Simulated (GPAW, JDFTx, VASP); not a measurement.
# SnO: programs and potentials compared

```
Sn O
1.0
     3.81370    0.00000    0.00000
     0.00000    3.81370    0.00000
     0.00000    0.00000    4.88691
Sn O
2 2
Cartesian
  1.9068 0.0000 3.7367
  0.0000 1.9068 1.1503
  0.0000 0.0000 0.0000
  1.9068 1.9068 0.0000
```

The cell is a database's computed one, not the measured one.

Alike in all runs: task single point; functional LDA; k mesh 7 × 7 × 6; occupations gaussian, width 0.1 eV; no spin polarisation; no spin-orbit coupling. LDA stands for any of its common fits. Pressure is positive in compression and, in plane waves, holds the error of the finite cutoff.

| program and potentials | plane-wave cutoff (eV) | notes | pressure (GPa) | largest force (eV/Å) |
| --- | --- | --- | --- | --- |
| VASP, LDA PAW files O, Sn_d, release 54, 520 eV | 520 | - | -3.00 | 0.130 |
| GPAW, the program's PAW data sets (release 1.2.1) made for this functional | 800 | - | -4.08 | 0.301 |
| JDFTx, PseudoDojo-SR-LDA-0.4.1-standard with smoothed tails | 1143 | - | -3.04 | 0.195 |

Force on atom 1 (Sn), eV/Å:

| program and potentials | x | y | z |
| --- | --- | --- | --- |
| VASP, LDA PAW files O, Sn_d, release 54, 520 eV | 0.000 | 0.000 | 0.130 |
| GPAW, the program's PAW data sets (release 1.2.1) made for this functional | 0.000 | 0.000 | 0.301 |
| JDFTx, PseudoDojo-SR-LDA-0.4.1-standard with smoothed tails | 0.000 | 0.000 | 0.195 |

The pressure spans -4.08 (GPAW, the program's PAW data sets (release 1.2.1) made for this functional) to -3.00 GPa (VASP, LDA PAW files O, Sn_d, release 54, 520 eV).

Differences between rows come from potentials, basis sets and numerical settings, since the functional is the same but for its coding. Runs on potential files found faulty are left out.
